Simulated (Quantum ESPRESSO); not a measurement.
**ZnSe (Stilleite): zone-centre phonons**

Which modes does ZnSe (Stilleite) have at the zone centre?

Method: DFT LDA, scalar-relativistic, plane waves, GBRV ultrasoft pseudopotentials, in Quantum ESPRESSO 7.5.

The experiments to compare with:

“Phonon-based partition of (ZnSe-like) semiconductor mixed crystals on approach to their pressure-induced structural transition” (2020, arxiv:2008.07187) quotes from earlier work for ZnSe, zincblende (pure ZnSe, earlier work): Raman mode (TO) about 207 cm⁻¹ [Literature Raman frequency quoted as a normalising parameter in the cross-section model].

This is a report of a sequence of runs, with most program output left out.

## (1) Set-up

Symmetry: F-43m, No. 216, cubic system. Conventional cell: a = 5.668 Å, b = 5.668 Å, c = 5.668 Å, α = 90.00°, β = 90.00°, γ = 90.00°. Nearest to Zn lie 4 Se at 2.45 Å. Se has 4 Zn at 2.45 Å nearest. Farther neighbours and most contacts between anions are not listed.

## (2) A probe with smearing

Before anything dear is run, a loose run with smearing shows whether this is a metal and how far the cell is from rest.

The input, probe.in:

```
 &control
    calculation='scf',
    prefix='x',
    outdir='./tmp',
    pseudo_dir='./pseudo',
    tprnfor=.true.,
    tstress=.true.,
    verbosity='high',
 /
 &system
    ibrav=0,
    nat=2,
    ntyp=2,
    ecutwfc=45.0,
    ecutrho=270.0,
    occupations='smearing',
    smearing='gaussian',
    degauss=0.01,
 /
 &electrons
    conv_thr=1.0d-07,
    mixing_beta=0.7,
    electron_maxstep=100,
 /
ATOMIC_SPECIES
 Zn     65.3800  Zn.upf
 Se     78.9710  Se.upf
CELL_PARAMETERS angstrom
     0.000000000    2.833800000    2.833800000
     2.833800000    0.000000000    2.833800000
     2.833800000    2.833800000    0.000000000
ATOMIC_POSITIONS crystal
 Zn     0.000000000   0.000000000   0.000000000
 Se     0.250000000   0.250000000   0.250000000
K_POINTS automatic
 6 6 6 0 0 0
```

Run with:

```console
$ OMP_NUM_THREADS=1 mpirun -n 4 pw.x -nk 4 -in probe.in > probe.out
```

Elapsed: 6.9 s, on 4 MPI ranks of AMD EPYC (Zen 3), shared host.

This step gave:

```
volume per atom   : 22.76 Å³
pressure          : -3.390 GPa
gap on the k-mesh : 1.021 eV
```

A gap of 1.0 eV opens on this mesh, so the crystal is taken as an insulator; the start stands at -3.4 GPa.

## (3) Relaxation

The relaxation runs at a cutoff a fifth above that of the response, since stress converges more slowly with the basis than frequencies do. Forces and stress are brought to rest with tight thresholds.

The input, relax.in:

```
 &control
    calculation='vc-relax',
    prefix='x',
    outdir='./tmp',
    pseudo_dir='./pseudo',
    tprnfor=.true.,
    tstress=.true.,
    forc_conv_thr=2.0d-05,
    etot_conv_thr=1.0d-07,
    nstep=40,
 /
 &system
    ibrav=0,
    nat=2,
    ntyp=2,
    ecutwfc=54,
    ecutrho=324.0,
    occupations='fixed',
    nbnd=15,
 /
 &electrons
    conv_thr=1.0d-11,
    mixing_beta=0.7,
    electron_maxstep=100,
 /
 &ions
 /
 &cell
    press_conv_thr=0.2,
 /
ATOMIC_SPECIES
 Zn     65.3800  Zn.upf
 Se     78.9710  Se.upf
CELL_PARAMETERS angstrom
     0.000000000    2.833800000    2.833800000
     2.833800000    0.000000000    2.833800000
     2.833800000    2.833800000    0.000000000
ATOMIC_POSITIONS crystal
 Zn     0.000000000   0.000000000   0.000000000
 Se     0.250000000   0.250000000   0.250000000
K_POINTS automatic
 8 8 8 0 0 0
```

Run with:

```console
$ OMP_NUM_THREADS=1 mpirun -n 4 pw.x -nk 4 -in relax.in > relax.out
```

Run time: 63 s. Hardware: 4 MPI ranks; 4.2 min of CPU time.

Step by step:

```
step  energy less that of the first step (eV)  largest force (eV/Å)  pressure (GPa)  volume (Å³)
   1                                   0.0000                0.0000           -3.37        45.51
   2                                  -0.0138                0.0000           -2.33        44.74
   3                                  -0.0245                0.0000           -0.61        43.59
   4                                  -0.0252                0.0000            0.04        43.19
   5                                  -0.0252                0.0000            0.00        43.21
   6                                  -0.0252                0.0000            0.00        43.21
   7                                  -0.0240                0.0000           -0.06        43.21
```

```
conventional cell, symmetrised  before  after  change
                         a (Å)   5.668  5.570  -1.7 %
                         b (Å)   5.668  5.570  -1.7 %
                         c (Å)   5.668  5.570  -1.7 %
              volume (Å³/atom)   22.76  21.61  -5.1 %
```

Final coordinates:

```cif
data_structure
_symmetry_space_group_name_H-M 'P 1'
_symmetry_Int_Tables_number 1
_cell_length_a 3.9389
_cell_length_b 3.9389
_cell_length_c 3.9389
_cell_angle_alpha 60.000
_cell_angle_beta 60.000
_cell_angle_gamma 60.000
_cell_volume 43.21
loop_
_atom_site_label
_atom_site_type_symbol
_atom_site_fract_x
_atom_site_fract_y
_atom_site_fract_z
_atom_site_occupancy
Zn1 Zn 0.00000 0.00000 0.00000 1
Se2 Se 0.25000 0.25000 0.25000 1
```

The last row of the table of steps is pw.x's closing run on a basis chosen anew for the final cell, so its energy can jump.

This step gave:

- volume per atom: 21.61 Å³
- pressure: -0.061 GPa
- gap on the k-mesh: 1.235 eV

The volume changes by -5.1 % from the cell with which this run began.

## (4) Self-consistent run for the response

The response is built on this ground state, so it is converged far tighter than an energy would need. With a gap, occupations are fixed, which also allows the response to an electric field.

The input, scf.in:

```
 &control
    calculation='scf',
    prefix='x',
    outdir='./tmp',
    pseudo_dir='./pseudo',
    tprnfor=.true.,
    tstress=.true.,
 /
 &system
    ibrav=0,
    nat=2,
    ntyp=2,
    ecutwfc=45.0,
    ecutrho=270.0,
    occupations='fixed',
    nbnd=15,
 /
 &electrons
    conv_thr=1.0d-12,
    mixing_beta=0.7,
    electron_maxstep=100,
 /
ATOMIC_SPECIES
 Zn     65.3800  Zn.upf
 Se     78.9710  Se.upf
CELL_PARAMETERS angstrom
     0.000000000    2.785221774    2.785221774
     2.785221774    0.000000000    2.785221774
     2.785221774    2.785221774    0.000000000
ATOMIC_POSITIONS crystal
 Zn     0.000000000   0.000000000   0.000000000
 Se     0.250000000   0.250000000   0.250000000
K_POINTS automatic
 8 8 8 0 0 0
```

Run with:

```console
$ OMP_NUM_THREADS=1 mpirun -n 4 pw.x -nk 4 -in scf.in > scf.out
```

Run time: 13 s. Hardware: 4 MPI ranks.

This step gave:

```
pressure : -0.2320 GPa
```

The cell stands at -0.23 GPa, close enough for stiff modes, while soft ones can move.

## (5) Linear response at Γ

At q = 0 one unit cell holds all displacements; symmetry groups them into irreducible representations that are solved one by one. The response to a field gives ε∞ and the Born charges, which polar modes need.

The input, ph.in:

```
phonons
 &inputph
    prefix='x',
    outdir='./tmp',
    fildyn='g.dyn',
    tr2_ph=1.0d-18,
    epsil=.true.,
 /
0.000000000000 0.000000000000 0.000000000000
```

Run with:

```console
$ OMP_NUM_THREADS=1 mpirun -n 4 ph.x -nk 4 -in ph.in > ph.out
```

Run time: 3.2 min. Hardware: 4 MPI ranks.

Read from the output:

* miss of the charge sum rule: 0.05561 e
* largest acoustic frequency at the zone centre before the sum rule: -8.51 cm⁻¹
* highest optical zone-centre mode (no LO-TO term): 218.2 cm⁻¹
* lowest optical zone-centre mode: 218.2 cm⁻¹
* mean high-frequency dielectric constant: 8.402
* largest Born charge in size (third of the trace): 2.039 e

Born charge (rows field, columns displacement), before the sum rule (e), principal values of the symmetric part by kind of site:

```
atom  atoms with these values    low  middle   high   mean
 Zn1                        1   1.98    1.98   1.98   1.98
 Se2                        1  -2.04   -2.04  -2.04  -2.04
```

In full for Se2:

```
-2.04  0.00  0.00
 0.00 -2.04  0.00
 0.00  0.00 -2.04
```

High-frequency dielectric tensor:

```
8.40 0.00 0.00
0.00 8.40 0.00
0.00 0.00 8.40
```

The acoustic modes at Γ come out as far as 8.5 cm⁻¹ from zero, where they should vanish, a small numerical error; the Born charges miss their sum rule by 0.056 e, too much: mesh or cutoff is short for the field response.

## (6) Zone-centre analysis

A rigid shift of the crystal must cost nothing, but grids and finite bases break this; the acoustic sum rule is imposed before the matrix is diagonalised again. With Born charges the intensities follow, and the static dielectric tensor.

The input, dynmat.in:

```
 &input
    fildyn='g.dyn',
    asr='simple',
    fileig='dynmat.eig',
    lperm=.true.,
 /
```

Run with:

```console
$ dynmat.x -in dynmat.in > dynmat.out
```

Elapsed: 0.83 s, on 1 thread.

This step gave:

| Quantity | Value |
| --- | --- |
| highest optical zone-centre mode (no LO-TO term) | 218.3 cm⁻¹ |
| lowest optical zone-centre mode | 218.3 cm⁻¹ |
| mean static dielectric constant | 11.10 |

Unit eigenvectors of the mass-weighted matrix after the sum rule; no LO-TO term. The modes at Γ (shares of kinetic energy by element, %):

```
mode  frequency (cm⁻¹)  symmetry  Zn %  Se %
   1               0.0  acoustic    45    55
   2               0.0  acoustic    45    55
   3               0.0  acoustic    45    55
   4             218.3        T2    55    45
   5             218.3        T2    55    45
   6             218.3        T2    55    45
```

Displacements in mode 4 (218.3 cm⁻¹), the largest set to 1:
```
Zn1  0.00  1.00  0.00
Se2  0.00 -0.83  0.00
```

Degenerate modes summed, no LO-TO term. Lines of the infrared spectrum (strongest = 100):

```
position (cm⁻¹)  lines merged  label  IR intensity, relative
            218             3     T2                     100
```

Static dielectric tensor (ions relaxed, fixed cell):

```
11.10  0.00  0.00
 0.00 11.10  0.00
 0.00  0.00 11.10
```

The rule moves no optical mode by more than 0.2 cm⁻¹.

## (7) The LO-TO splitting (1 0 0)

A longitudinal polar mode sets up a macroscopic field that stiffens it; the term hangs on the direction from which q goes to zero.

The input, dynmat.in:

```
 &input
    fildyn='g.dyn',
    asr='simple',
    fileig='dynmat.eig',
    q(1)=1.0,
    q(2)=0.0,
    q(3)=0.0,
 /
```

Run with:

```console
$ dynmat.x -in dynmat.in > dynmat.out
```

It took 0.84 s on 1 thread.

This step gave:

* highest mode moved by the LO-TO term: 251.0 cm⁻¹

Zone-centre frequencies as printed; negative means imaginary. Modes:

```
mode  frequency (cm⁻¹)
   1                 0
   2                 0
   3                 0
   4             218.3
   5             218.3
   6               251
```

The field moves one mode, from 218 to 251 cm⁻¹; the others stay.

## (8) What came out

```yaml
space_group_after_relaxation: F-43m
volume_per_atom: 21.6 Å³
gap_on_the_k_mesh: 1.23 eV
highest_optical_zone_centre_mode_no_lo_to_term: 218.3 cm⁻¹
highest_mode_moved_by_the_lo_to_term_probably_not_converged_in_the_k_mesh: 251.0 cm⁻¹
mean_high_frequency_dielectric_constant_probably_not_converged_in_the_k_mesh: 8.40
largest_born_charge_in_size_third_of_the_trace_probably_not_converged_in_the_k_mesh: 2.04 e
mean_static_dielectric_constant_probably_not_converged_in_the_k_mesh: 11.1
imaginary_optical_modes_at_the_zone_centre_no_q_mesh_in_this_session: none
```

In words: At the LDA level the optical modes of ZnSe (Stilleite) at the zone centre (no LO-TO term) lie at 218 cm⁻¹. Along the directions run, the highest mode that the macroscopic field moves lies at 251 cm⁻¹. Lattice motion raises the mean dielectric constant from 8.402 to 11.10. The Born charges miss their sum rule by 0.056 e, a sign that the k mesh or the cutoff is short for the field response. ε∞, the Born charges and what follows from them are probably not converged in the k mesh. The Lyddane-Sachs-Teller relation holds: (ωLO/ωTO)² is 1.32 and ε₀/ε∞ is 1.32. Left out of this account: PBE with GBRV ultrasoft, since it is gradient-corrected and no frozen-mode check or second program bears its response out; PBEsol with GBRV ultrasoft, since it is gradient-corrected and no frozen-mode check or second program bears its response out. What is said of the levels holds for those shown. These are harmonic frequencies at zero temperature: anharmonic shifts and linewidths and thermal expansion are left out.

Calculation against experiment:

| quantity | measured | LDA GBRV ultrasoft, Quantum ESPRESSO |
| --- | --- | --- |
| Raman mode, TO (cm⁻¹) | 207 | 218 (+5.5 %) |

Measured values from arxiv:2008.07187 (2020).

How well it matches: The Raman mode is off by +5.5 %: fair agreement. The grades are ours: good and fair within 3 and 7 % for the Raman mode. Zero-point motion and thermal expansion are not in the computed Raman mode. Limits of convergence are named above.

[Host names and launcher messages were left out of these logs when they were recorded.]

[Logs are printed without paths, hosts, clocks, repeated set-up lines and the standing remarks that a program may print on its own settings, such as how far it seeks lower states.]

[Hosts, paths, dates, database ids (printed as entryN), source tags and the programs' standing remarks are cut or masked in the printed files.]
